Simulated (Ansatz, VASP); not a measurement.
## Cross-check of Si (Si strained to the junction's net) between VASP and Ansatz

Wanted: the spread between two codes on one cell, functional and k mesh. Of the first pair: The structure shown is the start of the Ansatz relaxation below; VASP solves that cell, so the two are compared at the walk's first step.

Method: plane waves, with VASP 6.6.1 beside it; single point at PBE, in Ansatz 0.2.0.

## 1. Set-up

Symmetry: R-3m, No. 166, trigonal system. Conventional cell: a = 3.850 Å, b = 3.850 Å, c = 9.505 Å, α = 90.00°, β = 90.00°, γ = 120.00°. Nearest to Si lie 4 Si at 2.36 to 2.38 Å.

## 2. Ansatz: relaxation, PBE

Ansatz runs on its default PAW (the set named soft_2) files.

The two programs are compared at the cell with which this relaxation starts, whose forces are those of its first step.

input.yaml

```yaml
crystal:
  lattice:
    - [3.85, 0.0, 0.0]
    - [-1.925, 3.3341978046, 0.0]
    - [0.0, 0.0, 9.5049656028]
  atoms:
    - { symbol: Si, position: [0.0, 0.0, 0.0] }
    - { symbol: Si, position: [0.0, 0.0, 0.25] }
    - { symbol: Si, position: [0.3333333333, 0.6666666667, 0.3333333333] }
    - { symbol: Si, position: [0.3333333333, 0.6666666667, 0.5833333333] }
    - { symbol: Si, position: [0.6666666667, 0.3333333333, 0.6666666667] }
    - { symbol: Si, position: [0.6666666667, 0.3333333333, 0.9166666667] }
kpoints:
  mp_grid: { grid: [12, 12, 3] }
scf:
  occupations: { method: fermi_dirac, width: 0.1 }
  max_iter: 150
hamiltonian:
  xc: pbe
relax:
  f_tol: 0.01
  max_steps: 40
  cell: { fix: [a, b, angles] }
```

Command:

```bash
ansatz run input.yaml --threads 8 --pin off --max-ram 24576MiB --backend cpu --events-out ev --progress --plain --runs-dir out
```

Numbers of over 12 decimals in the logs are rounded to 6 here.

Output:

```text
Engine: ansatz 0.2.0, aarch64-unknown-linux-gnu
Pseudopotentials: kind: paw
Pseudopotential: Si, paw, valence charge 4, recommended cutoff 420 eV (normal), Si.paw.azcp
Functional definition: PBE
  parameter kappa = 0.804
  parameter beta = 0.066725
  exchange = pbe_x(kappa = kappa, mu = beta*pi^2/3)
  correlation = pbe_c(beta = beta)
Crystal: 6 atoms, lattice volume = 122.012 Å³
Basis set: ecut = 420 eV, 2383 PW (Γ), exchange–correlation on 54×54×128 points (8 copies of the dense FFT grid, shifted against one another)
Bands: 18, of which v1, the nominal top of the filled ones, is band 12 counted from 1 (11 counted from 0)
Symmetry: 36 space group operations
Space group: R-3m (ITA 166), of the structure as read, at distance tolerance 5.0e-5 Å
k-points: 50 of 432
Non-local potential: Si, projectors of the file, l = 0: 2, l = 1: 2, l = 2: 2
PAW form: soft (Blöchl's): semilocal exchange-correlation on the pseudo side does not see the compensation charge
PAW one-centre angular grid: Si, 110 points (default); XC on 64 Gauss nodes
Initial density: superposition of atomic densities (neutral atoms: chi_scale 0, normalization atom), corrected by the library's trained network
Initial wavefunctions: pseudopotential atomic-orbital guess
Functional: x = pbe(κ = 0.804, μ = 0.219515), c = pbe(β = 0.066725)
SCF iter   1: F=—  HF=-3814.855601 eV  |F-HF|=—  |Δ(HF+E_count)|=         —  Δρ=1.24e-3  dr2=1.17e-3  ethr=1.77e-3  ⟨swp⟩=6.7  Hψ=5625  notcnv=0
preconditioner: auto → Resta (q_TF=auto, 2.081 Å⁻¹)  ε∞=5.4  [insulator: Δε(μ)=0.703 eV  Ē_g=7.852 eV  σ=0.100 eV  W_gap=0.94  n_scr=24 (ndim 8)  ℏωp=16.5 eV  f_vac=0.000  D(μ)=0.04/eV (n_scr^D=0)  ε∞_Penn≈5.4]
SCF iter   2: F=—  HF=-3814.856532 eV  |F-HF|=—  |Δ(HF+E_count)|=   9.32e-4  Δρ=6.70e-4  dr2=3.57e-4  ethr=4.88e-6  ⟨swp⟩=2.2  Hψ=1819  notcnv=0
SCF iter   3: F=—  HF=-3814.856694 eV  |F-HF|=—  |Δ(HF+E_count)|=   1.61e-4  Δρ=7.73e-5  dr2=8.87e-6  ethr=1.49e-6  ⟨swp⟩=2.0  Hψ=1500  notcnv=0
SCF iter   4: F=—  HF=-3814.856698 eV  |F-HF|=—  |Δ(HF+E_count)|=   4.47e-6  Δρ=2.05e-5  dr2=8.99e-7  ethr=3.70e-8  ⟨swp⟩=2.0  Hψ=1499  notcnv=0
iter 5 did not close the SCF: its close was put off for the readings that it lacked (scf_convergence_deferred on its scf_iter line)
SCF iter   5: F=-3814.856699 eV  HF=-3814.856699 eV  |F-HF|=2.41e-8  |Δ(HF+E_count)|=   7.07e-7  Δρ=4.30e-6  dr2=1.30e-8  ethr=3.75e-9  ⟨swp⟩=2.0  Hψ=1491  notcnv=0
SCF iter   6: F=-3814.856699 eV  HF=-3814.856699 eV  |F-HF|=9.55e-11  |Δ(HF+E_count)|=   2.82e-8  Δρ=1.44e-6  dr2=1.69e-9  ethr=5.42e-11  ⟨swp⟩=2.0  Hψ=3052  notcnv=0
SCF 1 converged in 6 iterations: F = -3814.856699 eV  dr2 = 1.69e-9
  greatest PAW one-centre occupation: 0.633 electrons in one spin orbital (limit 2), on the Si atom at site 5 (counted from 0), in its partial waves of l = 0
relax step   1: F+E_penalty+E_count = -3814.85669893 eV  Δ(F+E_penalty+E_count) = +0.000e0 eV  max|allowed force component| = 8.291e-2 eV/Å  Δτ_max = 0.0000 Å  P = +0.557 GPa  Ω = 122.012 Å³  fix = [a, b, alpha, beta, gamma]  reactions: a +1.085, b +1.085 GPa  (6 SCF iters, dr2 threshold 1.00e-7 eV, accepted)
[...]
relax step   2: F+E_penalty+E_count = -3814.85755458 eV  Δ(F+E_penalty+E_count) = -8.557e-4 eV  max|allowed force component| = 2.057e-2 eV/Å  Δτ_max = 0.0022 Å  P = +0.612 GPa  Ω = 121.931 Å³  energy of the carried Pulay correction = +1.112e-5 eV  fix = [a, b, alpha, beta, gamma]  reactions: a +1.008, b +1.008 GPa  (3 SCF iters, dr2 threshold 6.00e-7 eV, accepted)
[...]
relax step   3: F+E_penalty+E_count = -3814.85764183 eV  Δ(F+E_penalty+E_count) = -8.725e-5 eV  max|allowed force component| = 4.721e-4 eV/Å  Δτ_max = 0.0005 Å  P = +0.677 GPa  Ω = 121.842 Å³  energy of the carried Pulay correction = +2.326e-5 eV  fix = [a, b, alpha, beta, gamma]  reactions: a +1.005, b +1.005 GPa  (3 SCF iters, dr2 threshold 8.15e-8 eV, accepted)
[...]
relax step   4: F+E_penalty+E_count = -3814.85761689 eV  Δ(F+E_penalty+E_count) = +2.494e-5 eV  max|allowed force component| = 4.813e-4 eV/Å  Δτ_max = 0.0000 Å  P = +0.677 GPa  Ω = 121.842 Å³  fix = [a, b, alpha, beta, gamma]  reactions: a +1.005, b +1.005 GPa  stress off target by 1.98e-2 GPa on what of the cell is left free  SCF on the basis re-selected at this cell (its energy is not comparable with the rows above)  (5 SCF iters)
basis re-selected at this cell: Δ(F+E_penalty+E_count) = +2.494e-5 eV, ΔP = -0.001 GPa vs the last step (what re-selecting the basis moved, of the pressure what is left beyond the Pulay correction that the steps carried, after the strain that the cell walked since its last selection, with what the two solves' SCF thresholds leave and, on support functions, any second-order correction that the steps lacked; it is no m [...]
SCF converged after 5 iterations
Free energy (F): -3814.857617 eV
Harris-Foulkes:  -3814.857617 eV  (|F-HF|=2.73e-12)
Internal energy: -3814.855297 eV  (E = F + TS)
E sigma→0 (E₀):  -3814.856457 eV
Entropy (-TS):   -0.002319 eV (-0.387 meV/atom)
Fermi energy:    6.392483 eV
--- Per-component energies (eV) ---
  E_band       = 25.389519
  E_kinetic    = 241.128032
  E_local      = -167.045682  (includes V_loc(G=0)·N_el)
  E_nonlocal   = 155.532756
  E_hartree    = 45.244401
  E_xc         = -330.687507
  E_vxc        = -279.880144  (∫ρ·V_xc dr)
  E_paw        = -3076.669428  (= ΣΔE_a)
  E_vpaw       = -14.834275  (= ΣTr[D̂ρ^β])
  E_aug_tail   = 0.000037  (compensation charges beyond the density's cutoff)
  E_ewald      = -682.357906
  E_smearing   = -0.002319  (= −TS)
  E_closure    = 0.000000  (closes the sum)
  Σ components = -3814.857617   (vs F -3814.857617, Δ=0.00e0)
--- Forces (eV/Å), atoms counted from 1 ---
  atom   1  Si    -0.00000000    -0.00000000     0.00048131
  atom   2  Si     0.00000000     0.00000000    -0.00048131
  atom   3  Si    -0.00000000    -0.00000000     0.00048131
  atom   4  Si     0.00000000     0.00000000    -0.00048131
  atom   5  Si    -0.00000000    -0.00000000     0.00048131
  atom   6  Si     0.00000000     0.00000000    -0.00048131
  max |Σ_I F_I| component: 4.93e-17 eV/Å
--- Stress (GPa, compression-positive) ---
        1.004965       0.000000      -0.000000
        0.000000       1.004965      -0.000000
       -0.000000      -0.000000       0.019807
  P = ⅓ Tr σ = 0.6766 GPa (6.766 kbar)
--- Relaxed structure (3 steps of the walk, 3 accepted, 1 SCFs on fresh bases) ---
  F+E_penalty+E_count = -3814.85761689 eV   max|allowed force component| = 4.813e-4 eV/Å   (the final SCF, on the basis selected at the relaxed cell)
  cell:  # Å, volume = 121.8422 Å³
    - [3.850000, 0, 0]
    - [-1.925000, 3.334198, 0]
    - [0, 0, 9.491738]
  atoms:
    - { symbol: Si, position: [0, 0, 0.000278066] }
    - { symbol: Si, position: [0, 0, 0.249722] }
    - { symbol: Si, position: [0.333333, 0.666667, 0.333611] }
    - { symbol: Si, position: [0.333333, 0.666667, 0.583055] }
    - { symbol: Si, position: [0.666667, 0.333333, 0.666945] }
    - { symbol: Si, position: [0.666667, 0.333333, 0.916389] }
```

## 3. VASP: single point, PBE, start cell, pair 1

The same cell, functional, mesh and smearing now go to VASP, with its own data sets.

Lines of VASP's logs that name or quote its potential files are left out, and so is its time.

INCAR

```
SYSTEM = Si
PREC = Accurate
ENCUT = 400
EDIFF = 1E-06
NELM = 120
ISMEAR = -1
SIGMA = 0.1
LREAL = .FALSE.
ALGO = Normal
GGA = PE
NBANDS = 18
LORBIT = 11
LWAVE = .FALSE.
LCHARG = .FALSE.
ISIF = 2
LASPH = .TRUE.
GGA_COMPAT = .FALSE.
EFERMI = MIDGAP
KPAR = 2
```

POSCAR

```
Si
1.0
    3.8500000000      0.0000000000      0.0000000000
   -1.9250000000      3.3341980000      0.0000000000
    0.0000000000      0.0000000000      9.5049660000
Si
6
Direct
    0.0000000000      0.0000000000      0.0000000000
    0.0000000000      0.0000000000      0.2499999474
    0.3333333333      0.6666666667      0.3333333333
    0.3333333333      0.6666666667      0.5833332807
    0.6666666667      0.3333333333      0.6666666667
    0.6666666667      0.3333333333      0.9166666141
```

KPOINTS

```
Automatic mesh
0
Gamma
12 12 3
0 0 0
```

Potentials, in the order of the species: Si (PBE family, release 64).

Command:

```bash
mpirun -np 2 vasp_std
```

Output:

```text
[banner, memory and clock lines left out]
running    2 mpi-ranks, on    1 nodes
 distrk:  each k-point on    1 cores,    2 groups
 distr:  one band on    1 cores,    1 groups

 POSCAR found type information on POSCAR Si
 POSCAR found :  1 types and       6 ions
 LDA part: xc-table for (Slater+PW92), standard interpolation
 POSCAR, INCAR and KPOINTS ok, starting setup
 FFT: planning ... GRIDC
 FFT: planning ... GRID_SOFT
 FFT: planning ... GRID
 WAVECAR not read
 entering main loop
       N       E                     dE             d eps       ncg     rms          rms(c)
DAV:   1     0.400723744349E+02    0.40072E+02   -0.79826E+03  1800   0.869E+02
DAV:   2    -0.301796148494E+02   -0.70252E+02   -0.68253E+02  2316   0.136E+02
DAV:   3    -0.330251551921E+02   -0.28455E+01   -0.28328E+01  2386   0.272E+01
DAV:   4    -0.330579405309E+02   -0.32785E-01   -0.32734E-01  2502   0.353E+00
DAV:   5    -0.330584972369E+02   -0.55671E-03   -0.55649E-03  2378   0.412E-01    0.828E+00
DAV:   6    -0.327038664298E+02    0.35463E+00   -0.18836E-01  2144   0.194E+00    0.507E+00
DAV:   7    -0.325418700243E+02    0.16200E+00   -0.40176E-01  2090   0.298E+00    0.292E-01
DAV:   8    -0.325442147957E+02   -0.23448E-02   -0.20136E-02  2164   0.745E-01    0.115E-01
DAV:   9    -0.325449110418E+02   -0.69625E-03   -0.87552E-04  2454   0.181E-01    0.911E-02
DAV:  10    -0.325450765553E+02   -0.16551E-03   -0.24304E-04  2098   0.842E-02    0.235E-02
DAV:  11    -0.325450745759E+02    0.19794E-05   -0.35297E-06  2584   0.107E-02    0.952E-03
DAV:  12    -0.325450762625E+02   -0.16865E-05   -0.21006E-06  2004   0.883E-03    0.193E-03
DAV:  13    -0.325450760232E+02    0.23925E-06   -0.11495E-07  1204   0.199E-03
   1 F= -.32545076E+02 E0= -.32543930E+02  d E =-.229244E-02
```

OUTCAR, selected parts (step 3):

```text
ion  position               nearest neighbor table
   1  0.000  0.000  0.000-   6 2.36   6 2.36   6 2.36   2 2.38
   2  0.000  0.000  0.250-   3 2.36   3 2.36   3 2.36   1 2.38
   3  0.333  0.667  0.333-   2 2.36   2 2.36   2 2.36   4 2.38
   4  0.333  0.667  0.583-   5 2.36   5 2.36   5 2.36   3 2.38
   5  0.667  0.333  0.667-   4 2.36   4 2.36   4 2.36   6 2.38
   6  0.667  0.333  0.917-   1 2.36   1 2.36   1 2.36   5 2.38

  LATTYP: Found a hexagonal cell.
 ALAT       =     3.8500000000
 C/A-ratio  =     2.4688223377

 Subroutine GETGRP returns: Found 12 space group operations
 (whereof  6 operations were pure point group operations)

The static configuration has the point symmetry C_3v.
 The point group associated with its full space group is D_3d.

 Found     50 irreducible k-points:

   k-points           NKPTS =     50   k-points in BZ     NKDIM =     50   number of bands    NBANDS=     18

   dimension x,y,z NGX =    28 NGY =   28 NGZ =   64
   dimension x,y,z NGXF=    56 NGYF=   56 NGZF=  128

   ENCUT  =  400.0 eV  29.40 Ry    5.42 a.u.   6.28  6.28 15.50*2*pi/ulx,y,z

   NELECT =      24.0000    total number of electrons

 k-points in reciprocal lattice and weights: Automatic mesh
   0.00000000  0.00000000  0.00000000       0.002
   0.08333333 -0.00000000  0.00000000       0.014
   0.16666667 -0.00000000  0.00000000       0.014
   0.25000000 -0.00000000  0.00000000       0.014
   0.33333333 -0.00000000  0.00000000       0.014
   0.41666667 -0.00000000  0.00000000       0.014
   0.50000000 -0.00000000  0.00000000       0.007
   0.08333333  0.08333333  0.00000000       0.014
   0.16666667  0.08333333  0.00000000       0.028
[...]
-0.25000000 -0.41666667  0.33333333       0.028
   0.33333333  0.33333333  0.33333333       0.009

 average (electrostatic) potential at core
       1 -83.4233       2 -83.4233       3 -83.4233       4 -83.4233       5 -83.4233
       6 -83.4233

 E-fermi :   5.9840

 k-point     1 :       0.0000    0.0000    0.0000
  band No.  band energies     occupation
    ...
      8       4.7154      1.99999
      9       4.7154      1.99999
     10       5.6565      1.92716
     11       5.6748      1.91317
     12       5.6748      1.91317
     13       7.4482      0.00000
     14       7.4482      0.00000
     15       8.1386      0.00000
     16       8.2678      0.00000
     17       8.2678      0.00000
    ...

 k-point     2 :       0.0833   -0.0000    0.0000
  band No.  band energies     occupation
    ...
      8       4.3638      2.00000
      9       4.8115      1.99998
     10       4.9511      1.99993
     11       5.4610      1.98935
     12       5.5518      1.97380
     13       7.9205      0.00000
     14       7.9602      0.00000
     15       8.2104      0.00000
     16       8.3104      0.00000
     17       8.5594      0.00000
    ...

 k-point     3 :       0.1667   -0.0000    0.0000
  band No.  band energies     occupation
    ...
      8       3.6275      2.00000
      9       3.9132      2.00000
     10       4.6459      2.00000
     11       5.0222      1.99987
     12       5.2423      1.99880
     13       7.7101      0.00000
     14       8.1720      0.00000
     15       8.3520      0.00000
     16       8.4558      0.00000
     17       9.1797      0.00000
    ...

  Total        0.7623756      0.7623756     -0.4483814     -0.0000000     -0.0000000      0.0000000
  in kB       10.0109861     10.0109873     -5.8878325     -0.0000000     -0.0000000      0.0000000
  external PRESSURE =       4.7113803 kB  Pullay stress =       0.0000000 kB

  energy-cutoff  :      400.00
  volume of cell :      122.01
      direct lattice vectors                 reciprocal lattice vectors
     3.850000000  0.000000000  0.000000000     0.259740260  0.149961100  0.000000000
    -1.925000000  3.334198000  0.000000000     0.000000000  0.299922200  0.000000000
     0.000000000  0.000000000  9.504966000     0.000000000  0.000000000  0.105208162

 POSITION                                       TOTAL-FORCE (eV/Angst)
 -----------------------------------------------------------------------------------
      0.00000      0.00000      0.00000         0.000000      0.000000      0.082345
      0.00000      0.00000      2.37624        -0.000000     -0.000000     -0.082345
     -0.00000      2.22280      3.16832         0.000000      0.000000      0.082345
     -0.00000      2.22280      5.54456        -0.000000     -0.000000     -0.082345
      1.92500      1.11140      6.33664         0.000000     -0.000000      0.082345
      1.92500      1.11140      8.71289        -0.000000     -0.000000     -0.082345
 -----------------------------------------------------------------------------------
    total drift:                               -0.000000      0.000000     -0.000000

  FREE ENERGIE OF THE ION-ELECTRON SYSTEM (eV)
  ---------------------------------------------------
  free  energy   TOTEN  =       -32.5450760232 eV

  energy  without entropy=      -32.5427835807  energy(sigma->0) =      -32.54392980

 total charge
# of ion       s       p       d       tot
------------------------------------------
    1        0.751   0.931   0.000   1.682
    2        0.751   0.931   0.000   1.682
    3        0.751   0.931   0.000   1.682
    4        0.751   0.931   0.000   1.682
    5        0.751   0.931   0.000   1.682
    6        0.751   0.931   0.000   1.682
--------------------------------------------------
tot          4.507   5.588   0.000  10.094

[... 3 further parts left out ...]
```

The run ends at a pressure of 0.47 GPa, with forces up to 0.082 eV/Å.

[end of part 1 of 2]

[Lines on the potential files, build, host, timing and source positions are cut from VASP's logs without a mark.]

[Logs are printed without paths, hosts, clocks, repeated set-up lines and the standing remarks that a program may print on its own settings, such as how far it seeks lower states.]

[Hosts, paths, dates, database ids (printed as entryN), source tags and the programs' standing remarks are cut or masked in the printed files.]
